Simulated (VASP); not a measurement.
# Rb, equation of state: which settings are enough?

Rb, P6_3/mmc (no. 194), 2 atoms in the cell. PBE; PAW potentials Rb_sv (PBE set). VASP 6.6.1.

Wanted: equilibrium volume within 0.2 %; bulk modulus within 1 %.

What the run is for: equation of state; Accuracy asked: standard.

The series start from Plane-wave cutoff (eV): 290; Smearing width (eV): 0.07; k-point mesh: 8 × 8 × 5; Volumes: 5 from 0.92 to 1.08; Precision mode (PREC): Accurate; Electronic threshold (eV): 1e-6; Start of each volume: each volume from scratch. Each series keeps the choices made before it, and each single choice may use up half of a tolerance. Times cover all steps of a run.

## Plane-wave cutoff (eV)

| Plane-wave cutoff (eV) | Equilibrium volume (Å³/atom) | Bulk modulus (GPa) | Time (s) |
|---|---|---|---|
| 180 | 92.18 | 2.833 | 29 |
| 220 | 91.85 | 2.721 | 43 |
| 250 | 91.81 | 2.785 | 49 |
| 290 | 91.73 | 2.77 | 45 |
| 330 | 91.65 | 2.776 | 71 |
| 380 | 91.6 | 2.776 | 91 |
| 460 | 91.57 | 2.779 | 114 |
| 580 (reference) | 91.55 | 2.779 | 152 |

## Smearing width (eV)

| Smearing width (eV) | Equilibrium volume (Å³/atom) | Bulk modulus (GPa) | Time (s) |
|---|---|---|---|
| 0.3 | 91.65 | 2.763 | 79 |
| 0.2 | 91.67 | 2.765 | 78 |
| 0.15 | 91.64 | 2.772 | 77 |
| 0.1 | 91.61 | 2.776 | 89 |
| 0.07 | 91.6 | 2.776 | 91 |
| 0.04 (reference) | 91.6 | 2.775 | 88 |

## k-point mesh

| k-point mesh | Equilibrium volume (Å³/atom) | Bulk modulus (GPa) | Time (s) |
|---|---|---|---|
| 3 × 3 × 2 | 90.66 | 2.781 | 29 |
| 4 × 4 × 2 | 91.86 | 2.717 | 35 |
| 5 × 5 × 3 | 90.55 | 2.842 | 40 |
| 6 × 6 × 3 | 92.13 | 2.739 | 49 |
| 7 × 7 × 4 | 91.29 | 2.774 | 71 |
| 8 × 8 × 5 | 91.65 | 2.763 | 79 |
| 10 × 10 × 5 | 91.49 | 2.77 | 116 |
| 12 × 12 × 6 (reference) | 91.43 | 2.769 | 201 |

## Volumes

| Volumes | Equilibrium volume (Å³/atom) | Bulk modulus (GPa) | Time (s) |
|---|---|---|---|
| 5 from 0.88 to 1.12 | 91.49 | 2.77 | 154 |
| 5 from 0.92 to 1.08 | 91.49 | 2.77 | 116 |
| 7 from 0.91 to 1.09 (reference) | 91.49 | 2.77 | 219 |

## Precision mode (PREC)

| Precision mode (PREC) | Equilibrium volume (Å³/atom) | Bulk modulus (GPa) | Time (s) |
|---|---|---|---|
| SingleN | 91.64 | 2.714 | 80 |
| Normal | 91.49 | 2.768 | 84 |
| Accurate (reference) | 91.49 | 2.77 | 154 |

## Electronic threshold (eV)

| Electronic threshold (eV) | Equilibrium volume (Å³/atom) | Bulk modulus (GPa) | Time (s) |
|---|---|---|---|
| 0.001 | 92.03 | 2.672 | 60 |
| 0.0001 | 91.49 | 2.769 | 73 |
| 1e-5 | 91.49 | 2.768 | 64 |
| 1e-6 | 91.49 | 2.768 | 84 |
| 1e-7 (reference) | 91.49 | 2.768 | 86 |

## Start of each volume

| Start of each volume | Equilibrium volume (Å³/atom) | Bulk modulus (GPa) | Time (s) |
|---|---|---|---|
| each volume from scratch | 91.49 | 2.769 | 73 |
| orbitals of the volume before (WAVECAR) | 91.49 | 2.769 | 47 |

## Question

The rows run from the loosest to the tightest (no order: start of each volume). For each series: choose the loosest value from which every tighter one stays within half of the tolerance; where there is no order, keep the first row unless others stay within half of the tolerance and take at least 30 % less time, and then take the fastest.

## Answer

- Plane-wave cutoff (eV): 380
- Smearing width (eV): 0.3
- k-point mesh: 10 × 10 × 5
- Volumes: 5 from 0.88 to 1.12
- Precision mode (PREC): Normal
- Electronic threshold (eV): 0.0001
- Start of each volume: orbitals of the volume before (WAVECAR)

## All choices together

| Input | Equilibrium volume (Å³/atom) | Bulk modulus (GPa) | Time (s) |
|---|---|---|---|
| the program's defaults (naive) | 91.04 | 2.649 | 4.7 |
| chosen settings | 91.49 | 2.769 | 47 |
| reference settings throughout | 91.4 | 2.778 | 716 |

The tolerance is met.

## The input

INCAR:
```
SYSTEM = Rb
GGA = PE ; ISMEAR = 0
SIGMA = 0.3 ; LWAVE = .TRUE.
LCHARG = .FALSE. ; ISIF = 2
NSW = 0 ; PREC = Normal
LASPH = .TRUE. ; LREAL = .FALSE.
ALGO = Normal ; EDIFF = 1E-4
NELM = 120 ; GGA_COMPAT = .FALSE.
ENCUT = 380
```

KPOINTS:
```
Automatic mesh
0
Gamma
  10 10 5
  0 0 0
```

POSCAR.step1:
```
Rb
1.0
    4.8759471883      0.0000000000      0.0000000000
   -2.4379735942      4.2226941326      0.0000000000
    0.0000000000      0.0000000000      8.0898888480
Rb
2
Direct
    0.6666666667      0.3333333333      0.7500000000
    0.3333333333      0.6666666667      0.2500000000
```

POSCAR.step2:
```
Rb
1.0
    4.9843368720      0.0000000000      0.0000000000
   -2.4921684360      4.3165623521      0.0000000000
    0.0000000000      0.0000000000      8.2697227262
Rb
2
Direct
    0.6666666667      0.3333333333      0.7500000000
    0.3333333333      0.6666666667      0.2500000000
```

POSCAR.step3:
```
Rb
1.0
    5.0882069760      0.0000000000      0.0000000000
   -2.5441034880      4.4065165009      0.0000000000
    0.0000000000      0.0000000000      8.4420579800
Rb
2
Direct
    0.6666666667      0.3333333333      0.7500000000
    0.3333333333      0.6666666667      0.2500000000
```

POSCAR.step4:
```
Rb
1.0
    5.1880010759      0.0000000000      0.0000000000
   -2.5940005379      4.4929407265      0.0000000000
    0.0000000000      0.0000000000      8.6076305640
Rb
2
Direct
    0.6666666667      0.3333333333      0.7500000000
    0.3333333333      0.6666666667      0.2500000000
```

POSCAR.step5:
```
Rb
1.0
    5.2840969424      0.0000000000      0.0000000000
   -2.6420484712      4.5761621881      0.0000000000
    0.0000000000      0.0000000000      8.7670672537
Rb
2
Direct
    0.6666666667      0.3333333333      0.7500000000
    0.3333333333      0.6666666667      0.2500000000
```

Commands (each step's output is kept before the next begins):
```
cat potpaw_PBE.64/Rb_sv/POTCAR > POTCAR
cp POSCAR.step1 POSCAR
mpirun -np 1 vasp_std > vasp.out
cp POSCAR.step2 POSCAR
mpirun -np 1 vasp_std > vasp.out
cp POSCAR.step3 POSCAR
mpirun -np 1 vasp_std > vasp.out
cp POSCAR.step4 POSCAR
mpirun -np 1 vasp_std > vasp.out
cp POSCAR.step5 POSCAR
mpirun -np 1 vasp_std > vasp.out
```

Limits: Every volume keeps the cell's shape and the atoms' fractional positions, so the modulus is that of a clamped cell, stiffer than the relaxed one, above all in layered crystals.

The chosen input took VASP 6.6.1 47 s on 1 core (AMD EPYC 9R45 (Zen 5)), a shared host.

## An input that fails: cutoff far too low

It runs to its end, but against the unchanged starting input it is off by 5.3 % in the equilibrium volume, 488 % in the bulk modulus.

Changes against the starting input:
```
(all steps)
- PREC = Accurate
- NELM = 120
- ENCUT = 290
+ PREC = Low
+ NELM = 81
+ ENCUT = 130
```
